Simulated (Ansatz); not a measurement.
## A decomposition energy, worked out: Ca3S

The calculation used Ansatz 0.2.0, DFT PBE, scalar-relativistic, plane waves, PAW. Settings: cutoff 420 eV, Γ-centred meshes spaced at most about 0.3 Å⁻¹, and about 0.25 Å⁻¹ or finer for metals (2π included), Gaussian smearing. No spin polarisation.

Energies over the elements count from the elements' standard structures at the same level, with no fitted energy shifts.

Temperature and zero-point effects are left out. A magnetic state wasn't ruled out in cells without spin, among them Ca3S P-6m2. The reference form of S is held partly by dispersion forces, which this level lacks.

A trial structure of Ca3S (reached from: Tl3Bi type (P-6m2); relaxed: space group P-6m2 (No. 187), a = 3.922 Å, c = 9.968 Å) has a formation energy of -0.958 eV/atom. At its composition the lowest mixture among the elements and 1 reference phase computed alike (others may be missing) consists of these:

| phase | source | ΔE_f (eV/atom) |
| --- | --- | --- |
| Ca (solid) | element | 0.000 |
| CaS (Fm-3m) | textbook type | -2.171 |

**Question.** Write the balanced decomposition and find its energy per atom, per formula unit and per mole of formula units.

**Answer.** Balancing Ca and S gives Ca3S → 2 Ca + CaS. The left side holds 4 atoms, and the products take 2/4 (Ca) and 2/4 (CaS) of them. The mixture therefore lies at 2/4 × (0.000) + 2/4 × (-2.171) = -1.086 eV/atom. The reaction energy is -1.086 − (-0.958) = -0.128 eV/atom. Times 4 atoms that is -0.512 eV per Ca3S, and times 96.485 it is -49 kJ per mole of Ca3S. Decomposition is downhill, so the trial structure is unstable against this mixture.
